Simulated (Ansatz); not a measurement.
# LiF under changes of volume

One of the cells (8.384 Å³/atom); the others are scaled copies at fixed shape and fractional positions:

```xyz
2
Lattice="2.5595 0.0000 0.0000 0.0000 2.5595 0.0000 0.0000 0.0000 2.5595" Properties=species:S:1:pos:R:3 pbc="T T T"
F     1.2798    1.2798    1.2798
Li    0.0000    0.0000    0.0000
```

Measurements of this composition are mostly on another form, of space group No. 225.

```yaml
Program: Ansatz 0.2.0
Functional: PBE
Potentials_or_basis: Ansatz PAW
Cutoff: "420 eV (not typed: the program's choice for these potentials)"
k_mesh: 10 × 10 × 10
Occupations: fermi-dirac, width 0.05 eV
Spin: no spin polarisation
```

```tsv
volume (Å³/atom)	energy over the lowest point (meV/atom)	pressure (GPa)	gap on the mesh (eV)
7.881	7.27	4.8	8.03
8.049	3.22	3.1	7.85
8.216	?	?	?
8.384	0.00	0.0	7.50
8.552	0.69	-1.2	7.35
8.719	2.59	-2.4	7.20
8.887	5.63	-3.4	7.05
```

**Question.** What does the run at 8.216 Å³/atom give?

**Answer.** Energy over the lowest point 0.87 meV/atom; pressure 1.5 GPa; gap on the mesh 7.67 eV.

Worked out: A Birch-Murnaghan fit of order 3 (a polynomial in V^(-2/3)) to the other rows has its minimum at 8.39 Å³/atom with B0 = V·E''(V) = 67 GPa and B' = 4.0. It gives 0.84 meV/atom at 8.216 Å³/atom, against the run's 0.87, and -dE/dV = 1.5 GPa, against 1.5. A parabola through the other rows of the gap, of slope -8.36 eV per unit of ln V there, gives 7.67 eV, against the run's 7.67.

Energies are extrapolated to zero smearing.

A mesh can miss the band edges.
